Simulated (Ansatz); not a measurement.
# ZnS: from supercell energies to defect levels (S vacancy)

Level of theory: Ansatz, DFT PBE, scalar-relativistic, plane waves, PAW. Settings: 420 eV cutoff, 2×2×2 k-mesh, Gaussian smearing of 0.01 eV, collinear spin in charge +1 alone.

Host crystal, relaxed:

```yaml
crystal:
  lattice:
    - [3.84407, 0.00000, 0.00000]
    - [-1.92203, 3.32906, 0.00000]
    - [0.00000, 0.00000, 6.30464]
  atoms:
    - { symbol: Zn, position: [0.33333, 0.66667, 0.00027] }
    - { symbol: Zn, position: [0.66667, 0.33333, 0.50027] }
    - { symbol: S, position: [0.33333, 0.66667, 0.37473] }
    - { symbol: S, position: [0.66667, 0.33333, 0.87473] }
```

The S vacancy was set at (0.333, 0.667, 0.375) of the host cell, in a supercell of 16 sites (323 Å³), relaxed at fixed cell in each charge q. In charges +2, +1, 0 some atom moved by up to 0.7 Å, so the relaxed defect can differ in kind from the start: near the site, 4 Zn at 2.36 Å became 3 Zn at 2.80 Å, 1 Zn at 3.00 Å (charge +2); 3 Zn at 2.53 Å (charge +1); 1 Zn at 1.69 Å, 3 Zn at 2.32 Å (charge 0). The host's Kohn–Sham gap is 2.08 eV and its static dielectric constant 9.2 (mean). For each charge: the supercell's free energy over the neutral one with q electrons exchanged at the valence band top, F(q) − F(0) + qE_v; the image-charge term; and the term that aligns the potential far from the defect with the host's.

| q | F(q) − F(0) + qE_v (eV) | image charge (eV) | alignment (eV) |
| --- | --- | --- | --- |
| +2 | -1.775 | 1.295 | -1.672 |
| +1 | -0.619 | 0.324 | -0.794 |
| 0 | 0.000 | 0.000 | 0.000 |

Question: Add the terms and find the levels between neighbouring charges, ε(q/q′) = [A(q′) − A(q)]/(q − q′), with and without the two corrections.

Answer: A(q): -2.151 eV for +2, -1.090 eV for +1, 0.000 eV for 0.
| level | corrected (eV over E_v) | uncorrected (eV) |
| --- | --- | --- |
| (+2/+1) | 1.06 | 1.16 |
| (+1/0) | 1.09 | 0.62 |

As a check, a point charge in a simple cubic cell of this volume has q²αe²/(2εL) = 0.324 q² eV (e² = 14.40 eV Å, α = 2.837, L = 6.86 Å); the shape of the real cell and the anisotropy of ε can change it somewhat. The term grows as q², so it pushes donor levels down and acceptor levels up. The program doubts the alignment for q = +2, +1, so levels beside it are uncertain by about that term.

Question: Which of these charges is lowest with the Fermi level at the valence band top, at mid-gap and at the conduction band bottom?

Answer: The line A(q) + qE_F that lies lowest gives the charge: +2 at E_F = 0.00 eV, +2 at E_F = 1.04 eV, 0 at E_F = 2.08 eV. In charge +1 the cell has partly filled levels, from a carrier spread over the host's bands, a defect level that the small cell broadens into a band, or a degenerate defect level that the symmetric start can't split, so the levels beside it are doubtful. Charges beyond those computed could lie lower near the band edges.

Question: The neutral defect forms at 3.76 eV with atoms taken from and returned to the elements. What are the formation energies at those three Fermi levels, and what share of sites would hold the defect at 1200 K with E_F at mid-gap, if the host still stood at that temperature?

Answer: E_f = E_f(0) + A(q) + qE_F = 1.60, 3.69, 3.76 eV. In the dilute limit the share is exp(−E_f/k_BT) = exp(−3.686/0.1034) = 3.3×10⁻¹⁶, leaving out degeneracy and vibrational entropy. This is the S-rich limit; a poorer supply of S lowers E_f, in a binary host by up to its heat of formation per S atom. The small cell and the narrow Kohn–Sham gap leave errors of tenths of an eV or more, which change the share by orders of magnitude.